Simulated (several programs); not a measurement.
PbTe (rocksalt), relaxed with r2SCAN in Ansatz, was computed with several methods. Space group Fm-3m (No. 225), cubic; a = 6.536 Å in the conventional setting, 34.90 Å³ an atom. Pb has 6 Te at 3.27 Å; Te has 6 Pb at 3.27 Å. Calculated for a static, non-magnetic cell.

```
CELL_PARAMETERS angstrom
0.00000 3.26784 3.26784
3.26784 0.00000 3.26784
3.26784 3.26784 0.00000
ATOMIC_POSITIONS crystal
Pb 0.00000 0.00000 0.00000
Te 0.50000 0.50000 0.50000
```

Gaps and times are for a single point on this cell; volume and bulk modulus come from each method's own relaxation or energy curve at fixed shape. Times are rough, from shared hosts (Arm Neoverse V1; Arm Neoverse V2; Intel Xeon Platinum 8559C), and each method has its own mesh and cell size. A star marks a curve whose lowest point is an end point. PM6 (MOPAC), PM7 (MOPAC), GFN1-xTB (tblite), GFN2-xTB (tblite) treat a cluster of cells at its zone centre, which samples few k points: where these miss a band edge, the gap comes out too large for that reason alone. Gaps from k meshes are read at a limited set of points (mesh, symmetry points, PBE's band edges), so each method's own least gap may be somewhat smaller. xTB and the PM methods were fitted mostly to molecules, and can miss a solid's gap by electronvolts. Minimal bases can be far off for gaps. Times of the plane-wave ladder aren't listed, since it ran on unlike processors and cards. GLLB-SC's gap includes the derivative discontinuity. G0W0 is at finite bands, cutoff and mesh. d marks a direct gap, i an indirect one (no mark: not told apart), a dash a value that wasn't computed or didn't pass its checks.

```tsv
method	kind	gap (eV)	own volume (Å³/atom)	bulk modulus (GPa)	atoms computed	processor time
PBEsol	semilocal	–	33.44	–	2	–
light PBE (260 eV and a coarse mesh)	light plane-wave	0.81 d	–	–	2	0.79 s
GFN1-xTB (tblite)	tight binding	0.47	31.12*	95*	cluster	1.4 s
LDA	semilocal	0.71 d	32.49	–	2	–
PM6 (MOPAC)	semi-empirical	3.17	–	–	cluster	2 s
PM7 (MOPAC)	semi-empirical	6.14	–	–	cluster	2.4 s
PBE/single zeta (GPAW)	small basis	0.79 d	–	–	2	2.7 s
PBE	semilocal	0.80 d	35.44	39	2	–
GFN2-xTB (tblite)	tight binding	1.08	–	–	cluster	3.3 s
PBE/SZV (CP2K)	small basis	0.94 d	36.49	43	2	4.2 s
r2SCAN	semilocal	1.09 d	34.90	42	2	–
GLLB-SC (GPAW)	model potential	1.52	–	–	2	11 s
PBE/DZVP (CP2K)	small basis	0.78 d	35.42	39	2	12 s
PBE+SOC	semilocal	0.02 d	–	–	2	–
G0W0@LDA (140 eV screening cutoff)	many-body	1.01	–	–	2	–
G0W0@r2SCAN (140 eV screening cutoff)	many-body	1.17	–	–	2	–
HSE06	hybrid	1.20 d	34.62	–	2	–
PBE0	hybrid	1.74 d	–	–	2	–
Hartree-Fock	exact exchange	5.41 d	–	–	2	–
r2SCANh	hybrid	1.43 d	–	–	2	–
G0W0@PBE (220 eV screening cutoff)	many-body	1.11	–	–	2	–
DDH-PBE0	hybrid	0.93 d	–	–	2	–
G0W0@HSE06 (140 eV screening cutoff)	many-body	1.20	–	–	2	–
HSE06+SOC	hybrid	0.27 d	–	–	2	–
```

Problem. How far from the measured values lie the methods that can be set against them?

Solution.
- Volume, measured 33.61 Å³ an atom: PBEsol -0.5 %, LDA -3.4 %, PBE +5.4 %, PBE/SZV (CP2K) +8.6 %, r2SCAN +3.8 %, PBE/DZVP (CP2K) +5.4 %, HSE06 +3.0 %.
The calculations are for a static lattice; samples hold vibrations, temperature and, in optical gaps, excitons. A measured value is shown where most reports agree with it, and only for the quantities listed. Sources: 33.61 Å³ an atom (from the lattice constants; cubic lattice constant a at 250 K; 250 K; “Correlated local dipoles in PbTe”; 2017; arxiv:1709.02863).

Only the rows marked +SOC include spin-orbit coupling.
